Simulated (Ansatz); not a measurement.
Heating and cooling a random packing of B$_{15}$As$_{8}$

A packing of 23 atoms, thrown in at random and pushed apart as soft spheres with like charges further apart (8 As, 15 B) went through Langevin stages in a fixed cell of 13.70 Å³/atom, at one k point, without spin and with a Fermi–Dirac width of kT (0.05 eV at least). Method: DFT PBE, scalar-relativistic, plane waves, PAW in Ansatz 0.2.0.

```json
{"thermostat (K)": "4000", "duration (fs)": "36", "friction (1/fs)": "0.030", "cutoff (eV)": "320", "mean T (K)": "4703", "mean P (GPa)": "13.4", "mean square displacement (Å²)": "0.59"}
{"thermostat (K)": "4000", "duration (fs)": "303", "friction (1/fs)": "0.030", "cutoff (eV)": "420", "mean T (K)": "3781", "mean P (GPa)": "5.5", "mean square displacement (Å²)": "4.59"}
{"thermostat (K)": "2880", "duration (fs)": "237", "friction (1/fs)": "0.030", "cutoff (eV)": "420", "mean T (K)": "3142", "mean P (GPa)": "5.4", "mean square displacement (Å²)": "1.96"}
{"thermostat (K)": "1600", "duration (fs)": "249", "friction (1/fs)": "0.030", "cutoff (eV)": "420", "mean T (K)": "1427", "mean P (GPa)": "1.0", "mean square displacement (Å²)": "0.42"}
{"thermostat (K)": "300", "duration (fs)": "330", "friction (1/fs)": "0.030", "cutoff (eV)": "420", "mean T (K)": "303", "mean P (GPa)": "-1.6", "mean square displacement (Å²)": "0.20"}
```

Means run over the second half of a stage; pressure includes the kinetic part; displacements count from the stage's start, the atoms' common shift taken off.

Cell and atoms were then relaxed on coarser meshes and computed once more: Settings: cutoff 420 eV, Γ-centred mesh 6×5×5 on the computed 23-atom cell, Gaussian smearing of 0.10 eV; no spin polarisation.

What structure is left?

One draw of many: 13.21 Å³/atom with no gap on the mesh, 0.35 eV/atom above the elements' standard states (static lattices, no corrections for gases) (a random packing after short dynamics, relaxed).

Counting as bonded all pairs within 1.2 times the summed covalent radii:

| atom → neighbour | mean count | mean length (Å) | spread (Å) |
| --- | --- | --- | --- |
| As → As | 2.00 | 2.58 | 0.14 |
| As → B | 1.75 | 2.15 | 0.07 |
| B → As | 0.93 | 2.15 | 0.07 |
| B → B | 4.40 | 1.79 | 0.08 |

Angles between all pairs of such bonds at an atom (mean ± spread): 99 ± 26° at As, 99 ± 30° at B.

```
CELL_PARAMETERS angstrom
6.10750 0.04497 0.10606
0.05377 6.83092 0.08010
0.12322 0.08519 7.28690
ATOMIC_POSITIONS crystal
As 0.91026 0.98498 0.77229
As 0.36061 0.79713 0.48686
As 0.59849 0.29871 0.02859
As 0.88318 0.96384 0.32607
As 0.17838 0.24310 0.71692
As 0.15412 0.23859 0.37323
As 0.55226 0.11592 0.51395
As 0.63363 0.55975 0.56869
B 0.55467 0.58645 0.85456
B 0.53658 0.56045 0.19025
B 0.71048 0.72045 0.03465
B 0.80333 0.50452 0.16696
B 0.18826 0.81940 0.04966
B 0.06274 0.51302 0.80927
B 0.81486 0.50865 0.91739
B 0.43828 0.75395 0.02886
B 0.04170 0.60192 0.04738
B 0.28570 0.66251 0.23281
B 0.09349 0.73583 0.66557
B 0.92394 0.88650 0.04909
B 0.26734 0.66081 0.86455
B 0.94096 0.67329 0.47339
B 0.04117 0.52294 0.29216
```

The final mesh leaves forces up to 0.32 eV/Å and stresses up to 0.6 GPa: the relaxation ran on a coarser mesh, so the cell's shape, its bonds and its energy belong partly to that mesh.

Cost: 6 runs of about 48 core-minutes in all (earlier runs that led there not counted), on Arm Neoverse V2 (shared hosts).